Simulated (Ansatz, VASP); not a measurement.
BaTiO3 in VASP and in Ansatz

```xyz
5
Lattice="4.0060 0.0000 0.0000 0.0000 4.0060 0.0000 0.0000 0.0000 4.0060" Properties=species:S:1:pos:R:3 pbc="T T T"
Ba    2.0030    2.0030    2.0030
Ti    0.0000    0.0000    0.0000
O     0.0000    0.0000    2.0030
O     0.0000    2.0030    0.0000
O     2.0030    0.0000    0.0000
```

Alike in both runs: task single point; functional PBEsol; k mesh 7 × 7 × 7; occupations fermi-dirac, width 0.05 eV; no spin polarisation.

```csv
,VASP,Ansatz
version,VASP 6.6.1,Ansatz 0.2.0
potentials or method,"VASP PAW PBE potentials, release 64 (Ba_sv, Ti_sv, O)",Ansatz PAW
plane-wave cutoff (eV),520,420
valence electrons in the cell,40,40
```

Ansatz gave:

* gap on the k mesh at the Fermi level (eV): 1.82
* least direct gap on the mesh (eV): 1.87
* pressure (GPa): -4.6

Question: Estimate VASP's values.

Answer: gap on the k mesh at the Fermi level (eV): 1.76; least direct gap on the mesh (eV): 1.84; pressure (GPa): -2.8.

The functional is the same, so the differences come from potentials, cutoffs and numerics.

Caveats: spin-orbit coupling is left out, which moves the levels of the heavy elements; the PAW data sets were made with another functional, which shifts forces and pressure a little (VASP); an odd mesh through Γ misses points on the zone boundary, where band edges often lie (VASP); odd divisions of the mesh miss points on the zone boundary, where band edges often lie, so the gap on the mesh can be too wide (Ansatz); the pressure holds a Pulay correction of +0.6 GPa for the finite cutoff (Ansatz); the PAW data sets come from PBE, with cores solved anew for the run's functional, which leaves a small shift of forces and pressure (Ansatz).
